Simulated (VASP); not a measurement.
# HfO2: single point with PBE

The system is HfO2.

```
O Hf
1.0
     5.78461   -0.88451   -1.63347
    -0.10478    5.09607   -1.37489
     1.11033    1.41437    4.62443
O Hf
8 4
Direct
  0.12638 0.23026 0.79809
  0.81016 0.71028 0.78563
  0.66542 0.28646 0.41062
  0.37362 0.66525 0.76960
  0.01445 0.54494 0.18163
  0.71502 0.97826 0.85394
  0.23394 0.87974 0.22350
  0.44405 0.15263 0.13622
  0.81637 0.38299 0.00748
  0.05003 0.92479 0.93100
  0.44347 0.15466 0.58631
  0.32840 0.51394 0.08063
```

The cell was built by a generator and needn't be a form met in nature.

```
Program                : VASP 6.6.1
Task                   : single point
Functional             : PBE
Potentials or basis    : VASP PAW PBE potentials, release 64 (O, Hf_pv)
Cutoff                 : 520 eV
k mesh                 : 3 × 3 × 3
Occupations            : fermi-dirac, width 0.1 eV
Spin                   : no spin polarisation
Dipole correction      : no
Further INCAR settings : ALGO = Fast; EDIFF = 1e-06; NBANDS = 56
```

```json
{
 "Pressure": "40.3 GPa",
 "Largest force": "16.284 eV/Å",
 "Band gap on the k mesh": "none (metal or under the smearing width)"
}
```

Forces on the atoms (eV/Å):
```
O     0.517   6.244  -5.817
O    -0.771  -8.881  -0.958
O     6.573   4.425  -2.000
O    -1.373   1.124  -5.227
O    11.036   5.658   4.341
O    -2.938   7.198  -0.126
O     4.562  -0.536   6.808
O    -1.687   1.849  -4.548
Hf  -13.851  -8.404  -1.633
Hf   -2.281  -4.175   0.914
Hf   -1.208  -3.779   3.462
Hf    1.421  -0.722   4.784
```

Stress tensor (GPa, compression positive):
```
 56.69  22.32  -0.03
 22.32  37.29 -14.43
 -0.03 -14.43  27.03
```

Levels at points of the mesh, in eV from the Fermi level:
```
           k point  band 40  band 41  band 42  band 43  band 44  band 45  band 46  band 47  band 48  band 49
(0.00, 0.00, 0.00)    -3.47    -2.44    -1.76    -0.73    -0.54    -0.12     0.66     0.95     1.47     1.77
```

Wall time 2.4 min on 1 thread of Intel(R) Xeon(R) Platinum 8259CL CPU @ 2.50GHz (Skylake/Cascade Lake), on a shared host, peak memory 0.31 GiB.

Caveat: the k mesh is coarse (spacing up to 0.42 Å⁻¹), so the values aren't converged; a pressure of tens of GPa on the cell as given is suspect, and the run, the potentials or the cell itself is likely at fault. Spin-orbit coupling is left out, which matters for the levels of Hf.
